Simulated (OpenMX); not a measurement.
CdS (Hawleyite): equation of state with PBE

The system is CdS (Hawleyite).

```
CELL_PARAMETERS angstrom
0.00000 2.91650 2.91650
2.91650 0.00000 2.91650
2.91650 2.91650 0.00000
ATOMIC_POSITIONS crystal
Cd 0.00000 0.00000 0.00000
S 0.75000 0.75000 0.75000
```

```
Program                           : OpenMX 3.8.5
Task                              : equation of state
Functional                        : PBE
Potentials or basis               : OpenMX 2013 PBE set, Cd7.0-s3p2d1, S7.0-s2p2d1, fixed grid of 45 × 45 × 45 points
k mesh                            : 9 × 9 × 9
Occupations                       : fermi-dirac, width 0.05 eV
Spin                              : no spin polarisation
Mixing scheme                     : rmm-diisk
SCF threshold                     : 1e-08 Ha
Solver                            : band
Grid points, held for all volumes : 45 × 45 × 45
```

```json
{
 "Equilibrium volume": "26.09 Å³/atom",
 "Bulk modulus": "58 GPa",
 "Pressure derivative of the bulk modulus": "4.3 (rough: it moves with the points fitted)"
}
```

Energy against volume, from the lowest point:
| volume (Å³/atom) | energy (meV/atom) |
| --- | --- |
| 23.319 | 64.61 |
| 23.815 | 41.85 |
| 24.312 | 24.58 |
| 24.808 | 12.14 |
| 25.304 | 4.19 |
| 25.800 | 0.39 |
| 26.296 | 0.00 |

Caveat: volumes in these bases differ from converged ones by about 1 %, for some elements by several; the basis of atomic orbitals isn't converged, which shifts pressures, moduli and gaps. Zero-point motion and thermal expansion aren't in these numbers.
